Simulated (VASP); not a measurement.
Input of a VASP 6.6.1 run:

The input INCAR:

```
SYSTEM = BAs
PREC = Accurate ; ENCUT = 600
EDIFF = 1E-8 ; ISMEAR = 0
SIGMA = 0.03 ; LREAL = .False.
LASPH = .True. ; NELM = 80
ALGO = Normal ; ISIF = 2
LWAVE = .False. ; LCHARG = .False.
GGA = CA ; LEPSILON = .True.
```

Contents of KPOINTS:

```
Automatic mesh
0
Monkhorst
  16 16 16
  0 0 0
```

Contents of POSCAR:

```
BAs                                     
1.0
   -0.0000000000      2.3793452259      2.3793452259
    2.3793452259     -0.0000000000      2.3793452259
    2.3793452259      2.3793452259      0.0000000000
  B               As            
     1     1
Direct
     0.0000000000000000    0.0000000000000000    0.0000000000000000
     0.2500000000000000    0.2500000000000000    0.2500000000000000
```

Potentials or basis: VASP PAW LDA potentials, release 64 (B, As).

Command:

```console
$ cat potpaw_LDA.64/B/POTCAR potpaw_LDA.64/As/POTCAR > POTCAR
$ mpirun -np 1 vasp_std > vasp.out
```

(1) Predict the electronic dielectric tensor (diagonal).

(2) Predict the Born charges (mean of the diagonal).

Answers

(1) 9.68.

(2) B -0.53; As +0.53 e.
